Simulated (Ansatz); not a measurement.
Input, command and steps of an Ansatz relaxation.

```yaml
crystal:
  lattice:
    - [3.9201712179, 0.0, 0.0]
    - [0.0, 12.1128161094, 0.0]
    - [0.0, 0.0, 3.8929764782]
  atoms:
    - { symbol: Ti, position: [0.5, 0.8437800178, 0.0] }
    - { symbol: Ti, position: [0.0, 0.6562199822, 0.0] }
    - { symbol: Ti, position: [0.0, 0.3437800178, 0.0] }
    - { symbol: Ti, position: [0.5, 0.1562199822, 0.0] }
    - { symbol: Al, position: [0.0, 0.0, 0.0] }
    - { symbol: Al, position: [0.5, 0.6729037618, 0.5] }
    - { symbol: Al, position: [0.0, 0.8270962382, 0.5] }
    - { symbol: Al, position: [0.5, 0.0, 0.5] }
    - { symbol: Al, position: [0.5, 0.5, 0.0] }
    - { symbol: Al, position: [0.0, 0.1729037618, 0.5] }
    - { symbol: Al, position: [0.5, 0.3270962382, 0.5] }
    - { symbol: Al, position: [0.0, 0.5, 0.5] }
basis:
  ecutwfc: 420
kpoints:
  mp_grid: { grid: [10, 4, 10] }
hamiltonian:
  xc: pbesol
scf:
  occupations: { method: gaussian, width: 0.1 }
output:
  forces: true
  stress: true
  eigenvalues: true
relax:
  adjacent_minimum: "off"
  f_tol: 0.008
  max_steps: 40
  cell: { stress_tol: 0.015, fix: [c, angles] }
```

```bash
ansatz run input.yaml --threads 1 --pin off --max-ram 2560MiB --backend cpu --events-out ev --progress --plain --runs-dir out
```

Level of theory: DFT PBEsol, scalar-relativistic, plane waves, PAW in Ansatz 0.2.0.

Of 4 frames 3 are shown, positions in Å and forces in eV/Å; the SCF threshold varies from step to step. Steps run on the plane waves of an earlier cell, with a Pulay correction in the pressure. The basis is chosen afresh for the last frame, the zero of the energies, and at times for earlier ones too; energy and pressure step there, also at an unchanged geometry.

```xyz
12
Lattice="3.9202 0.0000 0.0000 0.0000 12.1128 0.0000 0.0000 0.0000 3.8930" Properties=species:S:1:pos:R:3:forces:R:3 pbc="T T T" step=1 free_energy_over_end_meV_per_atom=0.07 pressure_GPa=1.16
Ti    1.9601   10.2206    0.0000    0.0000    0.0590    0.0000
Ti    0.0000    7.9487    0.0000    0.0000   -0.0590    0.0000
Ti    0.0000    4.1641    0.0000    0.0000    0.0590    0.0000
Ti    1.9601    1.8923    0.0000    0.0000   -0.0590    0.0000
Al    0.0000    0.0000    0.0000    0.0000    0.0000    0.0000
Al    1.9601    8.1508    1.9465    0.0000    0.0084    0.0000
Al    0.0000   10.0185    1.9465    0.0000   -0.0084    0.0000
Al    1.9601    0.0000    1.9465    0.0000    0.0000    0.0000
Al    1.9601    6.0564    0.0000    0.0000    0.0000    0.0000
Al    0.0000    2.0944    1.9465    0.0000    0.0084    0.0000
Al    1.9601    3.9621    1.9465    0.0000   -0.0084    0.0000
Al    0.0000    6.0564    1.9465    0.0000    0.0000    0.0000
12
Lattice="3.9263 0.0000 0.0000 0.0000 12.1160 0.0000 0.0000 0.0000 3.8930" Properties=species:S:1:pos:R:3:forces:R:3 pbc="T T T" step=2 free_energy_over_end_meV_per_atom=0.04 pressure_GPa=0.98
Ti    1.9632   10.2324    0.0000    0.0000   -0.0389    0.0000
Ti    0.0000    7.9416    0.0000    0.0000    0.0389    0.0000
Ti    0.0000    4.1744    0.0000    0.0000   -0.0389    0.0000
Ti    1.9632    1.8836    0.0000    0.0000    0.0389    0.0000
Al    0.0000    0.0000    0.0000    0.0000    0.0000    0.0000
Al    1.9632    8.1549    1.9465    0.0000    0.0098    0.0000
Al    0.0000   10.0192    1.9465    0.0000   -0.0098    0.0000
Al    1.9632    0.0000    1.9465    0.0000    0.0000    0.0000
Al    1.9632    6.0580    0.0000    0.0000    0.0000    0.0000
Al    0.0000    2.0969    1.9465    0.0000    0.0098    0.0000
Al    1.9632    3.9611    1.9465    0.0000   -0.0098    0.0000
Al    0.0000    6.0580    1.9465    0.0000    0.0000    0.0000
12
Lattice="3.9245 0.0000 0.0000 0.0000 12.1104 0.0000 0.0000 0.0000 3.8930" Properties=species:S:1:pos:R:3:forces:R:3 pbc="T T T" step=4 free_energy_over_end_meV_per_atom=0.00 pressure_GPa=1.08
Ti    1.9623   10.2241    0.0000    0.0000   -0.0002    0.0000
Ti    0.0000    7.9415    0.0000    0.0000    0.0002    0.0000
Ti    0.0000    4.1689    0.0000    0.0000   -0.0002    0.0000
Ti    1.9623    1.8863    0.0000    0.0000    0.0002    0.0000
Al    0.0000    0.0000    0.0000    0.0000    0.0000    0.0000
Al    1.9623    8.1510    1.9465    0.0000    0.0030    0.0000
Al    0.0000   10.0146    1.9465    0.0000   -0.0030    0.0000
Al    1.9623    0.0000    1.9465    0.0000    0.0000    0.0000
Al    1.9623    6.0552    0.0000    0.0000    0.0000    0.0000
Al    0.0000    2.0958    1.9465    0.0000    0.0030    0.0000
Al    1.9623    3.9594    1.9465    0.0000   -0.0030    0.0000
Al    0.0000    6.0552    1.9465    0.0000    0.0000    0.0000
```

The run took 8.1 min on 1 thread of AMD EPYC (Zen 3), on a shared host, peak memory 0.92 GiB.